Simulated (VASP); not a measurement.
Runs of VASP 6.6.1 on InPd. Symmetry: Fm-3m, No. 225, cubic system. Conventional cell: a = 5.492 Å, b = 5.492 Å, c = 5.492 Å, α = 90.00°, β = 90.00°, γ = 90.00°. Around In (site symmetry m-3m) lie 6 Pd at 2.75 Å. Pd (site symmetry m-3m) has 6 In at 2.75 Å as nearest neighbours. The cell was built by a generator and needn't be a form met in nature.

```tsv
level	potentials or basis	gap on the mesh (eV)	pressure (GPa)	relaxed volume (Å³/atom)
RPBE	VASP PAW PBE potentials, release 64 (In_d, Pd)	none	0.0	21.49
BLYP	VASP PAW PBE potentials, release 64 (In_d, Pd)	none	0.0	(a)
PW91	VASP PAW PBE potentials, release 64 (In_d, Pd)	none	0.0	20.79
PBEsol	VASP PAW PBE potentials, release 64 (In_d, Pd)	none	0.0	19.62
LDA	VASP PAW LDA potentials, release 64 (In_d, Pd)	none	0.0	19.01
AM05	VASP PAW PBE potentials, release 64 (In_d, Pd)	none	0.0	19.62
revPBE	VASP PAW PBE potentials, release 64 (In_d, Pd)	none	0.0	21.28
r2SCAN	VASP PAW PBE potentials, release 64 (In_d, Pd)	none	0.0	(b)
```

Alike in all rows: task relaxation of cell and atoms; no spin polarisation; cell relaxed; k mesh 8 × 8 × 8; cutoff (eV) 600; smearing fermi-dirac 0.05 eV.

Q: Estimate the missing entries.

A: (a) 22.36; (b) 20.15.

Caveats: the PAW data sets were made with another functional, which shifts forces and pressure a little (some runs).

A k mesh can miss the band edges, and the runs leave out spin-orbit coupling on In, Pd.

A gap of «none» marks a metal or a gap under the smearing width.

Runs at the PBE level aren't shown here.
